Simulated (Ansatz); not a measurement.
# RbCl: levels with and without spin–orbit coupling

```yaml
crystal:
  lattice:
    - [0.00000, 3.27400, 3.27400]
    - [3.27400, 0.00000, 3.27400]
    - [3.27400, 3.27400, 0.00000]
  atoms:
    - { symbol: Rb, position: [0.00000, 0.00000, 0.00000] }
    - { symbol: Cl, position: [0.50000, 0.50000, 0.50000] }
```

Atoms are numbered in the order listed.

The cell is COD entry 8103714, as deposited and not checked against the literature; nothing was relaxed. It differs from other determinations.

Methods: DFT, PBE, all-electron LAPW, scalar-relativistic (Ansatz 0.2.0); DFT, PBE, all-electron LAPW, Dirac equation with spin-orbit coupling (Ansatz 0.2.0).

Sampling and basis: a Γ-centred 7×7×7 k mesh, Fermi–Dirac smearing of 0.02 eV, basis error target 1 meV/atom, no spin polarisation.

Levels between -4 and 3 eV, each run counted from its own valence-band top. Scalar levels are listed once for both spins; with the coupling every spinor state is counted. Levels near the edges of the range can cross them.

(1) At Γ (0.000, 0.000, 0.000) the scalar-relativistic levels are 0.00 (×3). What are they with spin–orbit coupling?

(2) At X (0.500, 0.000, 0.500) the scalar-relativistic levels are -0.32, -0.10 (×2). What are they with spin–orbit coupling?

(3) At L (0.500, 0.500, 0.500) the scalar-relativistic levels are -0.88, -0.35 (×2). What are they with spin–orbit coupling?

(4) Without the coupling the gap is 5.05 eV, direct at Γ. And with it?

Answers

(1) -0.14 (×2), 0.00 (×4).

(2) -0.36 (×2), -0.19 (×2), -0.09 (×2).

(3) -0.93 (×2), -0.43 (×2), -0.36 (×2).

(4) 5.01 eV, direct at Γ.
